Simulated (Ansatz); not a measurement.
# SnO2: the cost of one run

Program: Ansatz 0.2.0. Level of theory: DFT PBE, scalar-relativistic, plane waves, PAW, unless a step names another level. These are calculated values, not measurements.

## Step 1: The system as given

Symmetry: P4_2/mnm, No. 136, tetragonal system. The conventional cell has a = 4.827 Å, b = 4.827 Å, c = 3.238 Å, α = 90.00°, β = 90.00°, γ = 90.00°. Sn (site symmetry mmm) is surrounded by 6 O at 2.09 Å. O (site symmetry m2m) has 3 Sn at 2.09 Å in its first shell of neighbours.

Coordinates:

```cif
data_structure
_symmetry_space_group_name_H-M 'P 1'
_symmetry_Int_Tables_number 1
_cell_length_a 5.8129
_cell_length_b 5.8129
_cell_length_c 5.8129
_cell_angle_alpha 112.292
_cell_angle_beta 108.080
_cell_angle_gamma 108.079
_cell_volume 150.93
loop_
_atom_site_label
_atom_site_type_symbol
_atom_site_fract_x
_atom_site_fract_y
_atom_site_fract_z
_atom_site_occupancy
Sn1 Sn 0.00000 0.75000 0.25000 1
Sn2 Sn 0.00000 0.25000 0.75000 1
Sn3 Sn 0.50000 0.00000 0.00000 1
Sn4 Sn 0.50000 0.50000 0.50000 1
O1 O 0.19342 0.69342 0.00000 1
O2 O 0.69342 0.25000 0.44342 1
O3 O 0.19342 0.19342 0.50000 1
O4 O 0.30658 0.25000 0.05658 1
O5 O 0.69342 0.75000 0.94342 1
O6 O 0.30658 0.75000 0.55658 1
O7 O 0.80658 0.80658 0.50000 1
O8 O 0.80658 0.30658 0.00000 1
```

It is the end of an earlier relaxation with the same method, from a generated guess; it is a trial structure. At a tolerance of 0.02 Å it has space group P4_2/mnm (No. 136); it has 12.58 Å³/atom, an uncorrected energy of -1.61 eV/atom over the elements.

## Step 2: Static run: bands, density of states and charges

input.yaml reads:

```yaml
crystal:
  lattice:
    - [-3.238253951, 3.4134894693, 3.4135207876]
    - [3.238253951, -3.4134894693, 3.4135207876]
    - [3.238253951, 3.4134894693, -3.4135207876]
  atoms:
    - { symbol: Sn, position: [0.9999994768, 0.7499994768, 0.25] }
    - { symbol: Sn, position: [5.232e-07, 0.2500005232, 0.75] }
    - { symbol: Sn, position: [0.5, 0.0, 0.0] }
    - { symbol: Sn, position: [0.5, 0.5, 0.5] }
    - { symbol: O, position: [0.1934204716, 0.6934207181, 2.465e-07] }
    - { symbol: O, position: [0.6934247751, 0.2500025463, 0.4434222287] }
    - { symbol: O, position: [0.1934204716, 0.1934202251, 0.4999997535] }
    - { symbol: O, position: [0.3065803176, 0.2500025463, 0.0565777713] }
    - { symbol: O, position: [0.6934196824, 0.7499974537, 0.9434222287] }
    - { symbol: O, position: [0.3065752249, 0.7499974537, 0.5565777713] }
    - { symbol: O, position: [0.8065795284, 0.8065797749, 0.5000002465] }
    - { symbol: O, position: [0.8065795284, 0.3065792819, 0.9999997535] }
basis:
  ecutwfc: 420
kpoints:
  mp_grid: { grid: [6, 6, 6] }
  band_path:
    path:
      - [[0.0, 0.0, 0.0], [0.0, -0.5, 0.5], [-0.5, -0.50000459, 0.50000459], [0.0, 0.0, 0.0], [-0.5, 0.5, 0.5], [-0.5, 0.0, 1.0], [-1.0, -4.59e-06, 1.00000459], [-0.5, 0.5, 0.5]]
      - [[0.0, -0.5, 0.5], [-0.5, 0.0, 1.0]]
      - [[-0.5, -0.50000459, 0.50000459], [-1.0, -4.59e-06, 1.00000459]]
    npoints: 10
hamiltonian:
  xc: pbe
scf:
  occupations: { method: gaussian, width: 0.02 }
  n_extra_bands: 30
output:
  forces: true
  stress: true
  eigenvalues: true
  populations: true
  dos: { projected: true, de: 0.02, nscf_kmesh: { grid: [9, 9, 9] } }
  bader: false
  write_density: true
  write_potential: true
  elf: true
  volumetric_format: npy
```

Started as:

```
ansatz run input.yaml --threads 1 --pin off --max-ram 2560MiB --backend cpu --events-out ev --progress --plain --runs-dir out
```

What time and memory should one allow on 1 thread of Arm Neoverse V1, shared host?

About 2.8 min, with a peak of 1 GiB.
